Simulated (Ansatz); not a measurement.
# Pb under changes of volume

One of the cells (32.418 Å³/atom); the others are scaled copies at fixed shape and fractional positions:

```xyz
2
Lattice="3.0386 -1.7503 0.0000 3.0386 1.7503 0.0000 -2.1155 0.0000 6.0952" Properties=species:S:1:pos:R:3 pbc="T T T"
Pb    3.9848    0.0000    4.4269
Pb   -0.0230    0.0000    1.6683
```

This isn't the form of Pb at room conditions, which is fcc.

```yaml
Program: Ansatz 0.2.0
Functional: LDA
Potentials_or_basis: all-electron LAPW, scalar-relativistic
Cutoff: 175 eV (chosen from the basis error)
Basis_error_allowed: 0.001 eV/atom
k_mesh: 9 × 9 × 5
Occupations: fermi-dirac, width 0.05 eV
Spin: no spin polarisation
```

```tsv
volume (Å³/atom)	energy over the lowest point (meV/atom)	pressure (GPa)	largest force (eV/Å)
30.473	0.00	-0.7	0.068
31.121	4.77	-1.6	0.107
31.769	13.09	-2.4	0.143
32.418	24.56	-3.2	0.177
33.066	38.82	-3.8	0.208
33.714	55.53	-4.4	0.237
34.363	?	?	?
```

Problem. What does the run at 34.363 Å³/atom give?

Solution. Energy over the lowest point 74.40 meV/atom; pressure -4.9 GPa; largest force 0.263 eV/Å.

Worked out: A Birch-Murnaghan fit of order 3 (a polynomial in V^(-2/3)) to the other rows has its minimum at 30.03 Å³/atom, just outside them, with B0 = V·E''(V) = 50 GPa and B' = 4.6 at fixed shape and positions, which overstates the stiffness. It gives 74.46 meV/atom at 34.363 Å³/atom, against the run's 74.40, and -dE/dV = -4.9 GPa, against -4.9.

Energies are extrapolated to zero smearing.
